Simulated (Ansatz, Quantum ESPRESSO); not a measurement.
# AlAs (F-43m): third-order response

Wanted: vibrational spectra of AlAs (F-43m) from linear and non-linear response.

Method: DFT LDA, scalar-relativistic, plane waves, PseudoDojo norm-conserving pseudopotentials, in Quantum ESPRESSO 8.0 development, patched.

Most raw output is cut from this account.

### 1. Set-up

It takes space group F-43m (No. 216, cubic). The conventional cell has a = 5.661 Å, b = 5.661 Å, c = 5.661 Å, α = 90.00°, β = 90.00°, γ = 90.00°. Nearest to Al lie 4 As at 2.45 Å. Nearest to As lie 4 Al at 2.45 Å. Farther neighbours are not listed.

Coordinates:

```cif
data_structure
_symmetry_space_group_name_H-M 'P 1'
_symmetry_Int_Tables_number 1
_cell_length_a 4.0028
_cell_length_b 4.0028
_cell_length_c 4.0028
_cell_angle_alpha 60.000
_cell_angle_beta 60.000
_cell_angle_gamma 60.000
_cell_volume 45.35
loop_
_atom_site_label
_atom_site_type_symbol
_atom_site_fract_x
_atom_site_fract_y
_atom_site_fract_z
_atom_site_occupancy
Al1 Al 0.00000 0.00000 0.00000 1
As2 As 0.25000 0.25000 0.25000 1
```

### 2. A first look

A cheap run with smearing and empty bands tells whether the crystal has a gap, which decides between fixed occupations and smearing later on.

Contents of probe.in:

```
 &control
    calculation='scf',
    prefix='x',
    outdir='./tmp',
    pseudo_dir='./pseudo',
    tprnfor=.true.,
    tstress=.true.,
    verbosity='high',
 /
 &system
    ibrav=2,
    celldm(1)=10.69736165,
    nat=2,
    ntyp=2,
    ecutwfc=80.0,
    occupations='smearing',
    smearing='gaussian',
    degauss=0.01,
 /
 &electrons
    conv_thr=1.0d-07,
    mixing_beta=0.7,
    electron_maxstep=100,
 /
ATOMIC_SPECIES
 Al     26.9815  Al.upf
 As     74.9216  As.upf
ATOMIC_POSITIONS crystal
 Al     0.000000000   0.000000000   0.000000000
 As     0.250000000   0.250000000   0.250000000
K_POINTS automatic
 6 6 6 0 0 0
```

The run is started by

```
OMP_NUM_THREADS=1 mpirun -n 4 pw.x -nk 4 -in probe.in > probe.out
```

Elapsed: 6.4 s, on 4 MPI ranks of Arm Neoverse N1, shared host.

This step gave:

```
volume per atom   : 22.67 Å³
pressure          : -1.522 GPa
gap on the k-mesh : 1.349 eV
```

A gap of 1.3 eV opens on this mesh, so the crystal is taken as an insulator; the start stands at -1.5 GPa.

### 3. Relaxation

The relaxation runs at a cutoff a fifth above that of the response, since stress converges more slowly with the basis than frequencies do. Forces and stress are brought to rest with tight thresholds.

Contents of relax.in:

```
 &control
    calculation='vc-relax',
    prefix='x',
    outdir='./tmp',
    pseudo_dir='./pseudo',
    tprnfor=.true.,
    tstress=.true.,
    forc_conv_thr=2.0d-05,
    etot_conv_thr=1.0d-07,
    nstep=40,
 /
 &system
    ibrav=2,
    celldm(1)=10.69736165,
    nat=2,
    ntyp=2,
    ecutwfc=96,
    occupations='fixed',
    nbnd=11,
 /
 &electrons
    conv_thr=1.0d-11,
    mixing_beta=0.7,
    electron_maxstep=100,
 /
 &ions
 /
 &cell
    press_conv_thr=0.2,
 /
ATOMIC_SPECIES
 Al     26.9815  Al.upf
 As     74.9216  As.upf
ATOMIC_POSITIONS crystal
 Al     0.000000000   0.000000000   0.000000000
 As     0.250000000   0.250000000   0.250000000
K_POINTS automatic
 10 10 10 0 0 0
```

The run is started by

```
OMP_NUM_THREADS=1 mpirun -n 4 pw.x -nk 4 -in relax.in > relax.out
```

The job ended after 89 s (4 MPI ranks).

The steps of the relaxation:

```
step  energy less that of the first step (eV)  largest force (eV/Å)  pressure (GPa)  volume (Å³)
   1                                   0.0000                0.0000           -1.41        45.35
   2                                  -0.0024                0.0000           -0.90        45.02
   3                                  -0.0039                0.0000           -0.11        44.54
   4                                  -0.0039                0.0000            0.00        44.47
   5                                  -0.0039                0.0000            0.00        44.47
   6                                  -0.0039                0.0000            0.00        44.47
```

```
conventional cell, symmetrised  before  after  change
                         a (Å)   5.661  5.624  -0.6 %
                         b (Å)   5.661  5.624  -0.6 %
                         c (Å)   5.661  5.624  -0.6 %
              volume (Å³/atom)   22.67  22.24  -1.9 %
```

Final coordinates:

```cif
data_structure
_symmetry_space_group_name_H-M 'P 1'
_symmetry_Int_Tables_number 1
_cell_length_a 3.9768
_cell_length_b 3.9768
_cell_length_c 3.9768
_cell_angle_alpha 60.000
_cell_angle_beta 60.000
_cell_angle_gamma 60.000
_cell_volume 44.47
loop_
_atom_site_label
_atom_site_type_symbol
_atom_site_fract_x
_atom_site_fract_y
_atom_site_fract_z
_atom_site_occupancy
Al1 Al 0.00000 0.00000 0.00000 1
As2 As 0.25000 0.25000 0.25000 1
```

The last row of the table of steps is pw.x's closing run on a basis chosen anew for the final cell, so its energy can jump.

This step gave:

- volume per atom: 22.24 Å³
- pressure: 0 GPa
- gap on the k-mesh: 1.322 eV

The volume changes by -1.9 % from the cell with which this run began.

### 4. Self-consistent run for the response

Perturbation theory inherits every error of the wavefunctions, so the threshold is set near the limit of the arithmetic. With a gap, occupations are fixed, which also allows the response to an electric field.

Contents of scf.in:

```
 &control
    calculation='scf',
    prefix='x',
    outdir='./tmp',
    pseudo_dir='./pseudo',
    tprnfor=.true.,
    tstress=.true.,
 /
 &system
    ibrav=2,
    celldm(1)=10.62802548,
    nat=2,
    ntyp=2,
    ecutwfc=80.0,
    occupations='fixed',
    nbnd=11,
 /
 &electrons
    conv_thr=1.0d-12,
    mixing_beta=0.7,
    electron_maxstep=100,
 /
ATOMIC_SPECIES
 Al     26.9815  Al.upf
 As     74.9216  As.upf
ATOMIC_POSITIONS crystal
 Al     0.000000000   0.000000000   0.000000000
 As     0.250000000   0.250000000   0.250000000
K_POINTS automatic
 12 12 12 0 0 0
```

The run is started by

```
OMP_NUM_THREADS=1 mpirun -n 4 pw.x -nk 4 -in scf.in > scf.out
```

Wall time 33 s (4 MPI ranks).

This step gave:

- pressure: -0.119 GPa
- gap on the k-mesh: 1.323 eV

The cell stands at -0.12 GPa, close enough for phonons.

### 5. Linear response at Γ

At q = 0 one unit cell holds all displacements; symmetry groups them into irreducible representations that are solved one by one. The response to a field gives ε∞ and the Born charges, which polar modes need. Third-order response adds the Raman tensors.

Contents of ph.in:

```
phonons
 &inputph
    prefix='x',
    outdir='./tmp',
    fildyn='g.dyn',
    tr2_ph=1.0d-18,
    epsil=.true.,
    lraman=.true.,
    elop=.true.,
 /
0.000000000000 0.000000000000 0.000000000000
```

The run is started by

```
OMP_NUM_THREADS=1 mpirun -n 4 ph.x -nk 4 -in ph.in > ph.out
```

The job ended after 38 min (4 MPI ranks; 2.5 h of CPU time).

Read from the output:

* miss of the charge sum rule: 0.006510 e
* largest acoustic frequency at the zone centre before the sum rule: 2.34 cm⁻¹
* highest optical zone-centre mode (no LO-TO term): 358.9 cm⁻¹
* lowest optical zone-centre mode: 358.9 cm⁻¹
* mean high-frequency dielectric constant: 9.45
* largest Born charge in size (third of the trace): 2.137 e

Born charge (rows field, columns displacement), before the sum rule (e), principal values of the symmetric part by kind of site:

```
atom  atoms with these values    low  middle   high   mean
 Al1                        1   2.13    2.13   2.13   2.13
 As2                        1  -2.14   -2.14  -2.14  -2.14
```

In full for Al1:

```
2.13 0.00 0.00
0.00 2.13 0.00
0.00 0.00 2.13
```

High-frequency dielectric tensor:

```
9.45 0.00 0.00
0.00 9.45 0.00
0.00 0.00 9.45
```

The acoustic modes at Γ come out as far as 2.3 cm⁻¹ from zero, where they should vanish, a small numerical error; the Born charges miss their sum rule by 0.0065 e, which is good.

### 6. Modes with the sum rule

A rigid shift of the crystal must cost nothing, but grids and finite bases break this; the acoustic sum rule is imposed before the matrix is diagonalised again. With Born charges the intensities follow, and the static dielectric tensor.

Contents of dynmat.in:

```
 &input
    fildyn='g.dyn',
    asr='simple',
    fileig='dynmat.eig',
    lperm=.true.,
 /
```

The run is started by

```
dynmat.x -in dynmat.in > dynmat.out
```

Wall time 0.49 s (1 thread).

This step gave:

| Item | Value |
| --- | --- |
| mean static dielectric constant | 11.42 |

Unit eigenvectors of the mass-weighted matrix after the sum rule; no LO-TO term. Modes at Γ, with each element's share of the kinetic energy:

```
mode  frequency (cm⁻¹)  symmetry  Al %  As %
   1               0.0  acoustic    26    74
   2               0.0  acoustic    26    74
   3               0.0  acoustic    26    74
   4             358.9        T2    74    26
   5             358.9        T2    74    26
   6             358.9        T2    74    26
```

Displacements in mode 4 (358.9 cm⁻¹), the largest set to 1:
```
Al1  0.00 -0.37  1.00
As2  0.00  0.13 -0.36
```

Degenerate modes summed, no LO-TO term. Lines of the infrared spectrum (strongest = 100):

```
position (cm⁻¹)  lines merged  label  IR intensity, relative
            359             3     T2                     100
```

Degenerate modes summed. Lines of the Raman spectrum (strongest = 100):

```
position (cm⁻¹)  lines merged  label  Raman activity, relative
            359             3     T2                       100
```

Static dielectric tensor (ions relaxed, fixed cell):

```
11.42  0.00  0.00
 0.00 11.42  0.00
 0.00  0.00 11.42
```

The rule moves no optical mode by more than 0.1 cm⁻¹.

### 7. Sum rules set otherwise (asr no)

Without the rule the raw error of the acoustic modes shows.

Contents of dynmat.in:

```
 &input
    fildyn='g.dyn',
    asr='no',
    fileig='dynmat.eig',
    lperm=.true.,
 /
```

The run is started by

```
dynmat.x -in dynmat.in > dynmat.out
```

The job ended after 0.47 s (1 thread).

Zone-centre frequencies as printed; negative means imaginary. Modes:

```
mode  frequency (cm⁻¹)
   1              2.34
   2              2.34
   3              2.34
   4             358.9
   5             358.9
   6             358.9
```

Against the first rule no mode moves by more than 2.4 cm⁻¹.

### 8. Sum rules set otherwise (asr crystal)

The rule can be imposed in more than one way; the choices should agree where the raw error is small.

Contents of dynmat.in:

```
 &input
    fildyn='g.dyn',
    asr='crystal',
    fileig='dynmat.eig',
    lperm=.true.,
 /
```

The run is started by

```
dynmat.x -in dynmat.in > dynmat.out
```

It took 0.47 s on 1 thread.

Zone-centre frequencies as printed; negative means imaginary. Modes:

```
mode  frequency (cm⁻¹)
   1                 0
   2                 0
   3                 0
   4             358.9
   5             358.9
   6             358.9
```

Against the first rule no mode moves by more than 0.1 cm⁻¹.

### 9. The LO-TO splitting (1 0 0)

A longitudinal polar mode sets up a macroscopic field that stiffens it; the term hangs on the direction from which q goes to zero.

Contents of dynmat.in:

```
 &input
    fildyn='g.dyn',
    asr='simple',
    fileig='dynmat.eig',
    q(1)=1.0,
    q(2)=0.0,
    q(3)=0.0,
 /
```

The run is started by

```
dynmat.x -in dynmat.in > dynmat.out
```

Run time: 0.47 s. Hardware: 1 thread.

This step gave:

- highest mode moved by the LO-TO term: 394.6 cm⁻¹

Zone-centre frequencies as printed; negative means imaginary. Modes:

```
mode  frequency (cm⁻¹)
   1                 0
   2                 0
   3                 0
   4             358.9
   5             358.9
   6             394.6
```

The field moves one mode, from 359 to 395 cm⁻¹; the others stay.

### 10. Cross-check with Ansatz

A second program on the same cell, potentials, cutoff and meshes tests the implementation of the phonon response, not its convergence. Its field response is summed in its own way. Its k mesh is centred on Γ.

This step: DFT LDA, scalar-relativistic, plane waves, PseudoDojo norm-conserving pseudopotentials (Ansatz 0.2.0).

Contents of input.yaml:

```yaml
crystal:
  lattice:
    - [-2.8120544407, 0.0, 2.8120544407]
    - [0.0, 2.8120544407, 2.8120544407]
    - [-2.8120544407, 2.8120544407, 0.0]
  atoms:
    - { symbol: Al, position: [0.0, 0.0, 0.0] }
    - { symbol: As, position: [0.25, 0.25, 0.25] }
kpoints:
  mp_grid: { grid: [12, 12, 12] }
hamiltonian:
  xc: lda
  pseudopotentials: { kind: nc, accuracy: standard }
scf:
  occupations: { method: fixed }
output:
  eigenvalues: true
basis:
  ecutwfc: 1088.455
phonons:
  method: dfpt
  dielectric: true
  rigid_motions: translations
  raman: true
```

The run is started by

```
ansatz run input.yaml --threads 4 --pin off --max-ram 8192MiB --backend cpu --events-out ev --progress --plain --runs-dir out
```

It took 7 min on 4 threads; peak memory 2.3 GiB; 27 min of CPU time.

This step gave:

- sum-rule residual before enforcement: 5.76e-4 eV/Å²
- miss of the charge sum rule: 0.001309 e
- estimated error of the dielectric tensor: 0.02677
- estimated error of the Born charges: 0.01641 e
- mean high-frequency dielectric constant: 9.394
- largest Born charge in size (third of the trace): 2.132 e
- mean static dielectric constant: 11.36
- highest mode moved by the LO-TO term: 394.7 cm⁻¹

Transverse modes. Infrared lines, with heights relative to the strongest:

```
position (cm⁻¹)  label  IR intensity ((D/Å)²/amu), degenerate modes summed, relative
            359     T2                                                           100
```

Activity x (w_L - w)^4 (n + 1)/w, 532 nm, 300 K. Lines of the Raman spectrum (strongest = 100):

```
position (cm⁻¹)  label  Stokes intensity, strongest 100
            359     T2                              100
```

The log warns that the force constants on this k mesh are to be taken as unconverged.

### 11. The two compared: QE PseudoDojo and Ansatz, PseudoDojo

Worked out from the results:

```yaml
root_mean_square_difference: 0 cm⁻¹
largest_difference: 0 cm⁻¹
```

Frequencies side by side, by row:

```
q (reciprocal lattice)  mode  QE PseudoDojo (cm⁻¹)  Ansatz, PseudoDojo (cm⁻¹)
                 0 0 0     1                     0                          0
                 0 0 0     2                     0                          0
                 0 0 0     3                     0                          0
                 0 0 0     4                 358.9                      358.9
                 0 0 0     5                 358.9                      358.9
                 0 0 0     6                 358.9                      358.9
```

The two runs side by side. Further quantities:

```
                                                                               quantity  QE PseudoDojo  Ansatz, PseudoDojo
                                                                                mean ε∞           9.45               9.394
largest Born charge in size (e; the first before, the second after the charge sum rule)          2.137               2.132
                                                       summed IR intensity ((D/Å)²/amu)          15.88               15.86
                                                         summed Raman activity (Å⁴/amu)          208.8               211.5
```

At the zone centre the largest difference (acoustic modes at Γ apart) is 0.003 % of the highest mode.

### 12. Summary of results

| Quantity | Value |
| --- | --- |
| space group after relaxation | F-43m |
| volume per atom | 22.2 Å³ |
| gap on the k-mesh | 1.32 eV |
| highest optical zone-centre mode (no LO-TO term) | 358.9 cm⁻¹ |
| highest mode moved by the LO-TO term | 394.6 cm⁻¹ |
| mean high-frequency dielectric constant | 9.45 |
| largest Born charge in size (third of the trace) | 2.14 e |
| mean static dielectric constant | 11.4 |
| imaginary optical modes at the zone centre (no q mesh in this session) | none |
| largest difference from Ansatz, PseudoDojo | 0 cm⁻¹ |

**Reading.** The largest Raman activity of AlAs (F-43m) lies at 359 cm⁻¹ and the strongest infrared line at 359 cm⁻¹ (transverse modes). At the LDA level the optical modes of AlAs (F-43m) at the zone centre (no LO-TO term) lie at 359 cm⁻¹. Along the directions run, the highest mode that the macroscopic field moves lies at 395 cm⁻¹. Lattice motion raises the mean dielectric constant from 9.45 to 11.42. The Raman intensities rest on static tensors of the transverse modes; green light lies near or above this gap, where resonance changes them. The Born charge of Al is 2.130 e against a formal charge of +3: moving the atom carries less polarisation than a rigid ion would, as is usual in tetrahedral, largely covalent crystals. The Lyddane-Sachs-Teller relation holds: (ωLO/ωTO)² is 1.21 and ε₀/ε∞ is 1.21. QE PseudoDojo and Ansatz, PseudoDojo agree to 0.01 cm⁻¹ (0.003 % of the highest mode compared) on all solved modes but the acoustic ones at Γ, without the LO-TO term. These are harmonic frequencies at zero temperature: anharmonic shifts and linewidths and thermal expansion are left out. Ansatz's log warns that force constants on this k mesh are to be taken as unconverged, an error that the frequencies of both programs share. The build is a development version in which the Raman tensors of release 7.5 are mended; dynmat.x leaves out the electro-optic term of LO lines.

[Host names and launcher messages were left out of these logs when they were recorded.]

[Logs are printed without paths, hosts, clocks, repeated set-up lines and the standing remarks that a program may print on its own settings, such as how far it seeks lower states.]

[Hosts, paths, dates, database ids (printed as entryN), source tags and the programs' standing remarks are cut or masked in the printed files.]
